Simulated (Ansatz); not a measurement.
Born–Oppenheimer molecular dynamics of a periodic cell of 21 atoms, H$_{4}$C$_{17}$ (surface C(111), underside capped with H, adsorbate C). It starts from a relaxed structure.

Method: DFT LDA, scalar-relativistic, plane waves, PAW (Ansatz 0.2.0). Settings: PAW set soft_1, cutoff 420 eV, k mesh 2x2x1, fermi-dirac smearing 0.05 eV, spin collinear.

```yaml
ensemble: NVE (velocity Verlet)
time_step: 0.5 fs
steps_asked: 130
starting_velocities_drawn_for: 1000 K
atoms_held: 1 to 12
seed: 858079
```

Frames 5 fs apart, positions in Å, forces in eV/Å.

Velocities at 15.0 fs (Å/ps):

```
H 0.00 0.00 0.00
H 0.00 0.00 0.00
H 0.00 0.00 0.00
H 0.00 0.00 0.00
C 0.00 0.00 0.00
C 0.00 0.00 0.00
C 0.00 0.00 0.00
C 0.00 0.00 0.00
C 0.00 0.00 0.00
C 0.00 0.00 0.00
C 0.00 0.00 0.00
C 0.00 0.00 0.00
C -12.37 -7.93 1.49
C -4.65 1.88 -2.37
C -2.51 0.12 6.63
C -12.96 -0.77 -2.15
C -2.29 10.88 -7.42
C 2.40 6.63 -0.04
C -4.54 5.53 -4.82
C -2.22 1.59 1.26
C -8.34 1.59 -4.85
```

```xyz
21
Lattice="5.0487 0.0000 0.0000 2.5244 4.3723 0.0000 0.0000 0.0000 16.6764" Properties=species:S:1:pos:R:3:forces:R:3 time_fs=15.0 energy_less_start_eV=0.617 T=471
H 1.262 0.729 1.000 -0.03 0.01 -0.24
H 3.787 0.729 1.000 -0.03 0.06 -0.34
H 2.524 2.915 1.000 -0.10 0.01 -0.24
H 5.049 2.915 1.000 -0.08 0.04 -0.22
C 1.262 0.729 2.100 -0.01 0.28 1.48
C 3.787 0.729 2.100 -0.01 -0.01 1.93
C 2.524 2.915 2.100 -0.29 -0.23 1.42
C 5.049 2.915 2.100 0.18 -0.13 1.77
C 0.000 1.457 2.615 -0.14 0.08 -0.78
C 2.524 1.457 2.615 -0.56 0.12 -1.01
C 1.262 3.644 2.615 -0.71 0.67 -0.93
C 3.787 3.644 2.615 -0.72 0.48 -6.55
C -0.023 1.520 4.223 0.15 -0.33 0.95
C 2.417 1.508 4.223 0.69 0.21 0.59
C 1.137 3.679 4.207 1.09 0.43 1.57
C 3.648 3.646 3.981 0.98 0.55 0.82
C -0.050 0.000 4.691 0.54 0.16 -1.32
C 2.311 0.016 4.620 0.86 -0.49 0.64
C 1.217 2.292 4.620 -1.14 -2.18 -0.98
C 3.739 2.269 4.554 -1.15 0.14 1.74
C 3.674 3.688 5.590 0.48 0.12 -0.30
21
Lattice="5.0487 0.0000 0.0000 2.5244 4.3723 0.0000 0.0000 0.0000 16.6764" Properties=species:S:1:pos:R:3:forces:R:3 time_fs=20.0 energy_less_start_eV=0.666 T=428
H 1.262 0.729 1.000 -0.05 0.02 -0.23
H 3.787 0.729 1.000 -0.05 0.04 -0.36
H 2.524 2.915 1.000 -0.11 0.02 -0.25
H 5.049 2.915 1.000 -0.09 0.04 -0.21
C 1.262 0.729 2.100 -0.01 0.28 1.57
C 3.787 0.729 2.100 -0.01 -0.04 1.84
C 2.524 2.915 2.100 -0.38 -0.26 1.34
C 5.049 2.915 2.100 0.20 -0.13 2.02
C 0.000 1.457 2.615 -0.58 0.06 -0.84
C 2.524 1.457 2.615 -0.52 0.19 -1.05
C 1.262 3.644 2.615 -0.80 0.72 -0.90
C 3.787 3.644 2.615 -0.61 0.47 -6.30
C -0.078 1.486 4.237 1.47 2.20 0.00
C 2.400 1.520 4.218 0.49 0.15 0.73
C 1.134 3.687 4.251 0.50 0.73 0.12
C 3.599 3.649 3.979 2.32 0.82 0.47
C -0.059 0.048 4.644 -0.16 -2.17 -0.01
C 2.327 0.042 4.626 -0.24 -1.09 0.77
C 1.183 2.294 4.588 -0.77 -2.63 -0.15
C 3.713 2.279 4.577 -1.73 0.17 1.33
C 3.640 3.699 5.563 1.12 0.42 0.12
21
Lattice="5.0487 0.0000 0.0000 2.5244 4.3723 0.0000 0.0000 0.0000 16.6764" Properties=species:S:1:pos:R:3:forces:R:3 time_fs=25.0 energy_less_start_eV=0.605 T=480
H 1.262 0.729 1.000 -0.07 0.03 -0.23
H 3.787 0.729 1.000 -0.07 0.03 -0.39
H 2.524 2.915 1.000 -0.10 0.03 -0.26
H 5.049 2.915 1.000 -0.09 0.04 -0.23
C 1.262 0.729 2.100 0.02 0.30 1.74
C 3.787 0.729 2.100 0.00 -0.05 1.84
C 2.524 2.915 2.100 -0.39 -0.24 1.48
C 5.049 2.915 2.100 0.23 -0.11 2.12
C 0.000 1.457 2.615 -1.02 0.21 -0.99
C 2.524 1.457 2.615 -0.40 0.21 -0.97
C 1.262 3.644 2.615 -0.88 0.74 -0.85
C 3.787 3.644 2.615 -0.44 0.29 -5.91
C -0.106 1.491 4.252 0.87 2.14 -0.59
C 2.393 1.534 4.227 -0.32 -0.62 0.61
C 1.141 3.705 4.298 -0.31 -1.06 -0.95
C 3.594 3.668 3.985 2.18 0.43 -0.31
C -0.069 0.056 4.598 -0.12 -2.19 1.27
C 2.340 0.047 4.648 -0.51 -0.77 0.64
C 1.135 2.248 4.554 0.53 -0.06 0.61
C 3.655 2.292 4.626 -0.23 0.44 0.56
C 3.627 3.717 5.540 1.11 0.21 0.83
21
Lattice="5.0487 0.0000 0.0000 2.5244 4.3723 0.0000 0.0000 0.0000 16.6764" Properties=species:S:1:pos:R:3:forces:R:3 time_fs=30.0 energy_less_start_eV=0.703 T=397
H 1.262 0.729 1.000 -0.08 0.04 -0.24
H 3.787 0.729 1.000 -0.08 0.01 -0.42
H 2.524 2.915 1.000 -0.08 0.03 -0.25
H 5.049 2.915 1.000 -0.08 0.05 -0.25
C 1.262 0.729 2.100 0.05 0.34 1.86
C 3.787 0.729 2.100 0.00 -0.04 1.92
C 2.524 2.915 2.100 -0.36 -0.21 1.76
C 5.049 2.915 2.100 0.26 -0.10 1.99
C 0.000 1.457 2.615 -1.39 0.46 -1.11
C 2.524 1.457 2.615 -0.30 0.15 -0.76
C 1.262 3.644 2.615 -0.98 0.68 -0.82
C 3.787 3.644 2.615 -0.19 0.08 -5.88
C -0.119 1.534 4.256 -0.82 -0.93 -0.48
C 2.379 1.536 4.248 -0.66 -1.04 0.34
C 1.141 3.704 4.327 -0.65 -2.18 -1.48
C 3.630 3.695 3.986 0.68 -0.22 -0.18
C -0.081 0.026 4.574 0.66 0.34 1.68
C 2.344 0.037 4.682 -0.33 -0.20 0.07
C 1.098 2.201 4.532 1.98 2.46 1.36
C 3.595 2.314 4.686 1.95 0.58 -0.40
C 3.635 3.738 5.533 0.41 -0.30 1.29
21
Lattice="5.0487 0.0000 0.0000 2.5244 4.3723 0.0000 0.0000 0.0000 16.6764" Properties=species:S:1:pos:R:3:forces:R:3 time_fs=35.0 energy_less_start_eV=0.771 T=338
H 1.262 0.729 1.000 -0.09 0.05 -0.25
H 3.787 0.729 1.000 -0.08 0.00 -0.44
H 2.524 2.915 1.000 -0.07 0.03 -0.25
H 5.049 2.915 1.000 -0.06 0.05 -0.28
C 1.262 0.729 2.100 0.07 0.37 1.91
C 3.787 0.729 2.100 -0.02 -0.03 2.03
C 2.524 2.915 2.100 -0.33 -0.20 2.06
C 5.049 2.915 2.100 0.29 -0.10 1.76
C 0.000 1.457 2.615 -1.63 0.63 -0.96
C 2.524 1.457 2.615 -0.30 0.02 -0.55
C 1.262 3.644 2.615 -1.06 0.58 -0.81
C 3.787 3.644 2.615 0.00 -0.02 -5.96
C -0.144 1.561 4.252 -0.34 -2.20 0.21
C 2.356 1.519 4.276 0.42 -0.27 0.23
C 1.132 3.663 4.328 0.27 -0.76 -1.21
C 3.679 3.718 3.985 -1.04 -0.63 0.58
C -0.081 -0.001 4.584 0.80 1.61 1.31
C 2.340 0.022 4.716 -0.03 0.06 -0.66
C 1.097 2.198 4.535 0.92 1.71 1.38
C 3.571 2.345 4.738 2.60 -0.23 -1.38
C 3.652 3.754 5.551 -0.33 -0.68 1.26
21
Lattice="5.0487 0.0000 0.0000 2.5244 4.3723 0.0000 0.0000 0.0000 16.6764" Properties=species:S:1:pos:R:3:forces:R:3 time_fs=40.0 energy_less_start_eV=0.769 T=340
H 1.262 0.729 1.000 -0.10 0.06 -0.26
H 3.787 0.729 1.000 -0.09 -0.01 -0.43
H 2.524 2.915 1.000 -0.05 0.02 -0.25
H 5.049 2.915 1.000 -0.06 0.04 -0.28
C 1.262 0.729 2.100 0.09 0.35 1.97
C 3.787 0.729 2.100 -0.04 -0.03 2.13
C 2.524 2.915 2.100 -0.29 -0.20 2.25
C 5.049 2.915 2.100 0.27 -0.10 1.68
C 0.000 1.457 2.615 -1.70 0.62 -0.69
C 2.524 1.457 2.615 -0.37 -0.06 -0.37
C 1.262 3.644 2.615 -1.03 0.41 -0.78
C 3.787 3.644 2.615 0.01 0.07 -5.61
C -0.174 1.549 4.252 1.69 -1.19 0.99
C 2.340 1.497 4.309 1.51 0.86 0.11
C 1.127 3.610 4.305 1.20 2.39 -0.46
C 3.709 3.728 3.994 -1.78 -0.76 0.71
C -0.065 0.002 4.619 0.20 0.95 0.51
C 2.337 0.009 4.739 0.26 0.09 -1.04
C 1.113 2.224 4.566 -0.80 -1.52 0.80
C 3.596 2.372 4.762 1.50 -1.29 -1.84
C 3.663 3.757 5.593 -0.40 -0.69 0.85
21
Lattice="5.0487 0.0000 0.0000 2.5244 4.3723 0.0000 0.0000 0.0000 16.6764" Properties=species:S:1:pos:R:3:forces:R:3 time_fs=45.0 energy_less_start_eV=0.614 T=473
H 1.262 0.729 1.000 -0.09 0.07 -0.27
H 3.787 0.729 1.000 -0.08 -0.01 -0.41
H 2.524 2.915 1.000 -0.05 0.01 -0.26
H 5.049 2.915 1.000 -0.06 0.02 -0.28
C 1.262 0.729 2.100 0.09 0.30 2.07
C 3.787 0.729 2.100 -0.06 0.00 2.24
C 2.524 2.915 2.100 -0.24 -0.22 2.25
C 5.049 2.915 2.100 0.19 -0.11 1.85
C 0.000 1.457 2.615 -1.49 0.40 -0.50
C 2.524 1.457 2.615 -0.44 -0.01 -0.28
C 1.262 3.644 2.615 -0.87 0.26 -0.58
C 3.787 3.644 2.615 -0.20 0.25 -4.85
C -0.172 1.513 4.270 2.47 0.36 0.94
C 2.353 1.491 4.343 1.45 0.99 -0.16
C 1.144 3.600 4.273 0.84 2.76 0.50
C 3.706 3.724 4.016 -1.06 -0.65 -0.05
C -0.046 0.022 4.664 -0.27 -0.69 -0.20
C 2.338 -0.003 4.741 0.42 0.26 -0.91
C 1.117 2.225 4.612 -0.31 -1.92 -0.11
C 3.650 2.374 4.752 -0.34 -1.54 -1.23
C 3.667 3.746 5.653 0.10 -0.52 0.22
21
Lattice="5.0487 0.0000 0.0000 2.5244 4.3723 0.0000 0.0000 0.0000 16.6764" Properties=species:S:1:pos:R:3:forces:R:3 time_fs=50.0 energy_less_start_eV=0.465 T=600
H 1.262 0.729 1.000 -0.06 0.07 -0.29
H 3.787 0.729 1.000 -0.06 0.01 -0.39
H 2.524 2.915 1.000 -0.06 0.00 -0.28
H 5.049 2.915 1.000 -0.06 0.01 -0.27
C 1.262 0.729 2.100 0.07 0.28 2.18
C 3.787 0.729 2.100 -0.05 0.05 2.35
C 2.524 2.915 2.100 -0.19 -0.23 2.12
C 5.049 2.915 2.100 0.13 -0.12 2.19
C 0.000 1.457 2.615 -1.01 0.10 -0.49
C 2.524 1.457 2.615 -0.42 0.12 -0.34
C 1.262 3.644 2.615 -0.59 0.32 -0.34
C 3.787 3.644 2.615 -0.53 0.36 -4.21
C -0.123 1.483 4.305 1.38 1.15 0.12
C 2.394 1.503 4.375 0.47 0.01 -0.53
C 1.177 3.640 4.252 -0.37 0.03 1.50
C 3.683 3.707 4.038 0.55 -0.36 -0.65
C -0.031 0.029 4.706 -0.26 -1.80 -0.62
C 2.347 -0.009 4.725 0.44 0.43 -0.45
C 1.117 2.194 4.656 1.53 0.86 -1.01
C 3.698 2.348 4.718 -1.44 -0.89 0.06
C 3.672 3.725 5.716 0.53 -0.39 -0.65
21
Lattice="5.0487 0.0000 0.0000 2.5244 4.3723 0.0000 0.0000 0.0000 16.6764" Properties=species:S:1:pos:R:3:forces:R:3 time_fs=55.0 energy_less_start_eV=0.586 T=497
H 1.262 0.729 1.000 -0.02 0.05 -0.29
H 3.787 0.729 1.000 -0.04 0.04 -0.39
H 2.524 2.915 1.000 -0.07 -0.02 -0.29
H 5.049 2.915 1.000 -0.04 0.00 -0.26
C 1.262 0.729 2.100 0.05 0.29 2.28
C 3.787 0.729 2.100 -0.03 0.07 2.47
C 2.524 2.915 2.100 -0.19 -0.23 2.04
C 5.049 2.915 2.100 0.13 -0.12 2.46
C 0.000 1.457 2.615 -0.47 -0.08 -0.54
C 2.524 1.457 2.615 -0.31 0.19 -0.53
C 1.262 3.644 2.615 -0.34 0.45 -0.22
C 3.787 3.644 2.615 -0.73 0.34 -3.97
C -0.049 1.474 4.343 -0.79 0.48 -0.61
C 2.443 1.515 4.395 -0.75 -1.04 -0.99
C 1.203 3.683 4.259 -1.14 -1.92 1.48
C 3.671 3.683 4.047 1.69 -0.16 -0.57
C -0.021 0.003 4.736 0.39 -1.01 -0.80
C 2.365 -0.008 4.701 0.27 0.22 0.20
C 1.147 2.177 4.681 2.52 2.47 -1.11
C 3.720 2.304 4.686 -0.63 0.24 1.08
C 3.688 3.696 5.766 0.50 -0.26 -1.44
21
Lattice="5.0487 0.0000 0.0000 2.5244 4.3723 0.0000 0.0000 0.0000 16.6764" Properties=species:S:1:pos:R:3:forces:R:3 time_fs=60.0 energy_less_start_eV=0.545 T=532
H 1.262 0.729 1.000 0.00 0.04 -0.29
H 3.787 0.729 1.000 -0.02 0.04 -0.39
H 2.524 2.915 1.000 -0.07 -0.02 -0.29
H 5.049 2.915 1.000 -0.03 0.00 -0.26
C 1.262 0.729 2.100 0.01 0.30 2.33
C 3.787 0.729 2.100 -0.01 0.05 2.61
C 2.524 2.915 2.100 -0.22 -0.21 2.09
C 5.049 2.915 2.100 0.16 -0.13 2.52
C 0.000 1.457 2.615 -0.07 -0.13 -0.45
C 2.524 1.457 2.615 -0.17 0.14 -0.73
C 1.262 3.644 2.615 -0.24 0.47 -0.25
C 3.787 3.644 2.615 -0.68 0.19 -4.03
C 0.012 1.474 4.371 -1.46 -0.08 -0.73
C 2.479 1.508 4.396 -0.98 -1.06 -1.32
C 1.209 3.690 4.295 -0.40 -2.04 0.61
C 3.689 3.655 4.046 1.57 0.00 -0.18
C -0.002 -0.041 4.750 1.06 0.68 -0.71
C 2.388 -0.003 4.681 -0.13 -0.48 0.83
C 1.221 2.205 4.684 0.39 1.30 -0.96
C 3.732 2.264 4.673 1.09 1.08 1.38
C 3.713 3.662 5.789 0.17 -0.14 -1.80
```

Of the whole run (65 fs, mean temperature of the second half 472 K): The conserved energy stayed within 0.061 meV per atom of its start (net change 0.036 meV per atom), so the integration is sound. Over the second half the temperature averaged 0.47 of the 1000 K drawn at the start: a run that starts near a minimum puts about half its kinetic energy into the potential. A run of 0.065 ps of so small a system gives no equilibrium averages. Limits of this set-up: coarse k mesh, thin slab, slab without dipole correction, PAW files made for another functional.

Time of the run: 21 min on 1 thread of Arm Neoverse V1 (shared host), peak memory 0.59 GiB.
